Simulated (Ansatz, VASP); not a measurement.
Two plane-wave programs on LiF

```xyz
2
Lattice="2.5644 0.0150 0.0000 0.0150 2.6111 0.0000 0.0000 0.0000 2.5110" Properties=species:S:1:pos:R:3 pbc="T T T"
Li    0.0000    0.0000    0.1472
F     1.2897    1.3130    1.1083
```

Alike in both runs: task single point; functional PBE; k mesh 10 × 10 × 10; occupations gaussian, width 0.02 eV; no spin polarisation.

|  | VASP | Ansatz |
| --- | --- | --- |
| version | VASP 6.6.1 | Ansatz 0.2.0 |
| potentials or method | VASP PAW PBE potentials, release 64 (Li_sv, F) | scalar-relativistic, plane waves, PAW |
| plane-wave cutoff (eV) | 520 | 420 |
| valence electrons in the cell | 10 | 10 |

|  | VASP | Ansatz | Ansatz less VASP |
| --- | --- | --- | --- |
| gap on the k mesh at the Fermi level (eV) | 7.26 | 7.26 | -0.003 |
| least direct gap on the mesh (eV) | 7.81 | 7.80 | -0.004 |
| rms of the force components (eV/Å) | 0.027 | 0.028 | +0.0012 |

Atom by atom the forces differ by 0.001 eV/Å (rms over components). With one functional, cell and mesh, what is left measures potentials, basis and numerics.

 A k mesh can miss the band edges.
